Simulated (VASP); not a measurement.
Write the native input for VASP 6.6.1 that does the following.

| Quantity | Value |
| --- | --- |
| Task | band structure |
| Functional | PBE |
| Potentials or basis | VASP PAW PBE potentials, release 64 (Pb_d, Se) |
| Cutoff | 520 eV |
| k mesh | 8 × 8 × 8 |
| Occupations | fermi-dirac, width 0.05 eV |
| Spin | no spin polarisation |
| Further INCAR settings | ALGO = Normal; EDIFF = 1e-06 |

Crystal: PbSe (Clausthalite).

```
Pb Se
1.0
     0.00000    3.06065    3.06065
     3.06065    0.00000    3.06065
     3.06065    3.06065    0.00000
Pb Se
1 1
Direct
  0.00000 0.00000 0.00000
  0.50000 0.50000 0.50000
```

These files were run (other wordings do the same):

POSCAR

```
PbSe
1.0
    0.0000000000      3.0606500000      3.0606500000
    3.0606500000      0.0000000000      3.0606500000
    3.0606500000      3.0606500000      0.0000000000
Pb Se
1 1
Direct
    0.0000000000      0.0000000000      0.0000000000
    0.5000000000      0.5000000000      0.5000000000
```

INCAR.step1

```
SYSTEM = PbSe
PREC = Accurate
ENCUT = 520
EDIFF = 1E-6
ISMEAR = -1
SIGMA = 0.05
LREAL = .False.
LASPH = .True.
NELM = 60
ALGO = Normal
ISIF = 2
LWAVE = .False.
LCHARG = .True.
GGA = PE
```

KPOINTS.step1

```
Automatic mesh
0
Gamma
  8 8 8
  0 0 0
```

INCAR.step2

```
SYSTEM = PbSe
PREC = Accurate
ENCUT = 520
EDIFF = 1E-6
ISMEAR = 0
SIGMA = 0.05
LREAL = .False.
LASPH = .True.
NELM = 60
ALGO = Normal
ISIF = 2
LWAVE = .False.
LCHARG = .False.
GGA = PE
ICHARG = 11
```

KPOINTS.step2

```
path GXWKGLUWLK,UX
10
line-mode
reciprocal
 0.0000000000  0.0000000000  0.0000000000  G
 0.5000000000  0.0000000000  0.5000000000  X

 0.5000000000  0.0000000000  0.5000000000  X
 0.5000000000  0.2500000000  0.7500000000  W

 0.5000000000  0.2500000000  0.7500000000  W
 0.3750000000  0.3750000000  0.7500000000  K

 0.3750000000  0.3750000000  0.7500000000  K
 0.0000000000  0.0000000000  0.0000000000  G

 0.0000000000  0.0000000000  0.0000000000  G
 0.5000000000  0.5000000000  0.5000000000  L

 0.5000000000  0.5000000000  0.5000000000  L
 0.6250000000  0.2500000000  0.6250000000  U

 0.6250000000  0.2500000000  0.6250000000  U
 0.5000000000  0.2500000000  0.7500000000  W

 0.5000000000  0.2500000000  0.7500000000  W
 0.5000000000  0.5000000000  0.5000000000  L

 0.5000000000  0.5000000000  0.5000000000  L
 0.3750000000  0.3750000000  0.7500000000  K

 0.6250000000  0.2500000000  0.6250000000  U
 0.5000000000  0.0000000000  0.5000000000  X
```

Potentials or basis: VASP PAW PBE potentials, release 64 (Pb_d, Se).

Run with:

```console
$ cat potpaw_PBE.64/Pb_d/POTCAR potpaw_PBE.64/Se/POTCAR > POTCAR
$ cp INCAR.step1 INCAR
$ cp KPOINTS.step1 KPOINTS
$ mpirun -np 1 vasp_std > vasp.out
$ cp INCAR.step2 INCAR
$ cp KPOINTS.step2 KPOINTS
$ mpirun -np 1 vasp_std > vasp.out
```

It gave:

```
Band gap on the k mesh  : 0.29 eV, direct
Band gap along the path : 0.29 eV, direct
```

Caveat: the log is that of the step along the path at fixed density, whose energy, stress, charges and moments have no meaning; spin-orbit coupling is left out, which as a rule narrows the gap of such compounds by several tenths of an eV.

It took 48 s on 1 thread of Intel(R) Xeon(R) Platinum 8559C (Emerald Rapids), with other jobs on the host, peak memory 0.23 GiB.
